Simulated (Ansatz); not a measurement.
The system is Nb.

```
Nb
1.0
    -1.66395    1.66395    1.66395
     1.66395   -1.66395    1.66395
     1.66395    1.66395   -1.66395
Nb
1
Cartesian
  0.0000 0.0000 0.0000
```

Below is the output of Ansatz 0.2.0 for this cell. Logs are shortened: lines on timing, memory, paths and dates and some standing lists are left out, and cuts for length are marked.

```text
Warning: RAYON_NUM_THREADS=2 ignored (pool sized by the plan → 2); use --threads N
scf.n_extra_bands = 6 over 7 filled bands (N_el = 13.0): the run solves 13 bands
Engine: ansatz 0.2.0, aarch64-unknown-linux-gnu
Pseudopotentials: kind: paw
Pseudopotential: Nb, paw, valence charge 13, recommended cutoff 420 eV (normal), Nb.paw.azcp
Functional definition: BLYP
  parameter beta = 0.0042
  parameter a = 0.04918
  parameter b = 0.132
  parameter c = 0.2533
  parameter d = 0.349
  exchange = b88_x(beta = beta)
  correlation = lyp_c(a = a, b = b, c = c, d = d)
Crystal: 1 atoms, lattice volume = 18.428 Å³
Basis set: ecut = 420 eV, 369 PW (Γ), exchange–correlation on 40×40×40 points (8 copies of the dense FFT grid, shifted against one another)
Bands: 13, of which v1, the nominal top of the filled ones, is band 7 counted from 1 (6 counted from 0)
Symmetry: 48 space group operations
Space group: Im-3m (ITA 229), of the structure as read, at distance tolerance 2.6e-5 Å
k-points: 56 of 1331
Non-local potential: Nb, projectors of the file, l = 0: 3, l = 1: 2, l = 2: 2, l = 3: 1
PAW form: soft (Blöchl's): semilocal exchange-correlation on the pseudo side does not see the compensation charge
PAW frozen core: Nb, regenerated for the run's functional, and the local potential with it (the file was generated under x = pbe(κ = 0.804, μ = 0.2195149727645171), c = pbe(β = 0.06672455060314922))
PAW one-centre angular grid: Nb, 590 points (default); XC on 64 Gauss nodes
Initial density: superposition of atomic densities (neutral atoms: chi_scale 0, normalization atom), corrected by the library's trained network
Initial wavefunctions: pseudopotential atomic-orbital guess
Functional: x = b88, c = lyp
SCF iter   1: F=—  HF=-4565.108757 eV  |F-HF|=—  |Δ(HF+E_count)|=         —  Δρ=7.16e-3  dr2=1.12e-2  ethr=1.77e-3  ⟨swp⟩=5.6  Hψ=4149  notcnv=0  defer=2
preconditioner: auto → none  [metal: Δε(μ)=0.020 eV  Ē_g=10.360 eV  σ=0.050 eV  W_gap=0.10  n_scr=0 (ndim 8)  ℏωp=19.3 eV  f_vac=0.000  D(μ)=2.01/eV (n_scr^D=18)]
SCF iter   2: F=—  HF=-4565.105240 eV  |F-HF|=—  |Δ(HF+E_count)|=   3.52e-3  Δρ=1.68e-3  dr2=2.08e-4  ethr=8.60e-5  ⟨swp⟩=2.9  Hψ=1684  notcnv=0  defer=72
SCF iter   3: F=—  HF=-4565.105396 eV  |F-HF|=—  |Δ(HF+E_count)|=   1.57e-4  Δρ=7.92e-4  dr2=4.07e-5  ethr=1.60e-6  ⟨swp⟩=1.6  Hψ=745  notcnv=0  defer=73
SCF iter   4: F=—  HF=-4565.105450 eV  |F-HF|=—  |Δ(HF+E_count)|=   5.37e-5  Δρ=2.76e-5  dr2=5.49e-8  ethr=3.13e-7  ⟨swp⟩=2.1  Hψ=810  notcnv=0  defer=73
iter 5 did not close the SCF: its close was put off for the readings that it lacked (scf_convergence_deferred on its scf_iter line)
SCF iter   5: F=-4565.105450 eV  HF=-4565.105450 eV  |F-HF|=2.72e-10  |Δ(HF+E_count)|=   1.55e-7  Δρ=2.73e-6  dr2=5.66e-10  ethr=4.22e-10  ⟨swp⟩=2.1  Hψ=973  notcnv=0  defer=73
SCF iter   6: F=-4565.105450 eV  HF=-4565.105450 eV  |F-HF|=9.09e-13  |Δ(HF+E_count)|=  4.27e-10  Δρ=2.52e-7  dr2=3.29e-12  ethr=4.35e-12  ⟨swp⟩=4.1  Hψ=2763  notcnv=0
SCF 1 converged in 6 iterations: F = -4565.105450 eV  dr2 = 3.29e-12
  greatest PAW one-centre occupation: 0.998 electrons in one spin orbital (limit 2), on the Nb atom at site 0 (counted from 0), in its partial waves of l = 0
NSCF: frozen V_eff on 86 k-points
SCF converged after 6 iterations
Free energy (F): -4565.105450 eV
Harris-Foulkes:  -4565.105450 eV  (|F-HF|=9.09e-13)
Internal energy: -4565.089219 eV  (E = F + TS)
E sigma→0 (E₀):  -4565.097335 eV
Entropy (-TS):   -0.016231 eV (-16.231 meV/atom)
Fermi energy:    17.810041 eV
--- Per-component energies (eV) ---
  E_band       = -67.078151
  E_kinetic    = 395.447480
  E_local      = -710.225403  (includes V_loc(G=0)·N_el)
  E_nonlocal   = 120.527501
  E_hartree    = 221.847722
  E_xc         = -172.519768
  E_vxc        = -208.908331  (∫ρ·V_xc dr)
  E_paw        = -3089.651609  (= ΣΔE_a)
  E_vpaw       = -107.614821  (= ΣTr[D̂ρ^β])
  E_aug_tail   = 0.000008  (compensation charges beyond the density's cutoff)
  E_ewald      = -1330.601953
  E_core_change = 0.086803  (= ΣΔE_core)
  E_smearing   = -0.016231  (= −TS)
  E_closure    = 0.000000  (closes the sum)
  Σ components = -4565.105450   (vs F -4565.105450, Δ=0.00e0)
--- Forces (eV/Å), atoms counted from 1 ---
  atom   1  Nb    -0.00000000     0.00000000    -0.00000000
  max |Σ_I F_I| component: 2.26e-32 eV/Å
--- Stress (GPa, compression-positive) ---
        4.084243       0.000000       0.000000
        0.000000       4.084243      -0.000000
        0.000000      -0.000000       4.084243
  P = ⅓ Tr σ = 4.0842 GPa (40.842 kbar)
--- Band table (eV; the first three rows and the last of 56) ---
  k-point 0: bands = ["-36.6011", "-11.9624", "-11.9624", "-11.9624", "12.1136", "18.1300", "18.1300", "18.1300", "20.9772", "20.9772", "32.0700", "32.0700", "32.0700"]
  k-point 1: bands = ["-36.5836", "-12.0693", "-11.9952", "-11.9631", "12.4413", "17.9372", "18.0818", "18.4449", "20.7060", "20.9808", "32.3180", "32.6304", "32.7507"]
  k-point 2: bands = ["-36.5365", "-12.3494", "-12.0824", "-11.9652", "13.2959", "17.4646", "17.8623", "19.3567", "20.3993", "21.0257", "32.6107", "33.8551", "34.1900"]
  k-point 55: bands = ["-36.2250", "-12.8297", "-12.8103", "-12.8103", "14.3788", "14.4310", "22.6173", "22.6173", "23.0212", "26.3987", "27.5862", "27.5862", "36.3011"]
```

Question: What input gives this log?

Answer: Band structure with BLYP, no spin polarisation. The files as run (others can give the same):

input.yaml
```yaml
crystal:
  lattice:
    - [-1.66395, 1.66395, 1.66395]
    - [1.66395, -1.66395, 1.66395]
    - [1.66395, 1.66395, -1.66395]
  atoms:
    - { symbol: Nb, position: [0.0, 0.0, 0.0] }
hamiltonian:
  xc: blyp
  pseudopotentials: { kind: paw }
kpoints:
  mp_grid: { grid: [11, 11, 11] }
  band_path:
    path:
      - [[0.0, 0.0, 0.0], [0.5, -0.5, 0.5], [0.0, 0.0, 0.5], [0.0, 0.0, 0.0], [0.25, 0.25, 0.25], [0.5, -0.5, 0.5]]
      - [[0.25, 0.25, 0.25], [0.0, 0.0, 0.5]]
    npoints: 14
scf:
  occupations: { method: fermi_dirac, width: 0.05 }
  n_extra_bands: 6
output:
  forces: true
  stress: true
  eigenvalues: true
  fatbands: false
```

Potentials or basis: Ansatz PAW.
Run with:
```bash
$ ansatz run input.yaml --threads 2 --pin off --max-ram 5632MiB --backend cpu --events-out ev --progress --plain --runs-dir out
```

Caveat: the PAW data sets come from PBE, with cores solved anew for the run's functional, which leaves a small shift of forces and pressure.
